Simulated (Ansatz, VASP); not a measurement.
## Zr: VASP beside Ansatz

```
Zr
1.0
     3.18832    0.00000    0.00000
    -1.59416    2.76117    0.00000
     0.00000    0.00000    5.07744
Zr
2
Direct
  0.33333 0.66667 0.25000
  0.66667 0.33333 0.75000
```

Alike in both runs: task single point; functional PBE; dispersion D4; k mesh 8 × 8 × 5; occupations fermi-dirac, width 0.05 eV; no spin polarisation.

|  | VASP | Ansatz |
| --- | --- | --- |
| version | VASP 6.6.1 | Ansatz 0.2.0 |
| potentials or method | VASP PAW PBE potentials, release 64 (Zr_sv) | plane waves, norm-conserving potentials |
| plane-wave cutoff (eV) | 520 | 898 |
| valence electrons in the cell | 24 | 24 |

Ansatz gave:

```
pressure (GPa)                                  : 3.3
largest component of the traceless stress (GPa) : 1.02
dispersion energy (meV/atom)                    : -213.2
```

Question: What did VASP give for the same quantities?

Answer: Pressure (GPa): 3.3; largest component of the traceless stress (GPa): 1.02; dispersion energy (meV/atom): -213.0.

Ansatz warned: «stress_scf_threshold_loose».

Caveats: pairwise dispersion overbinds metals, which lowers pressure and volume.
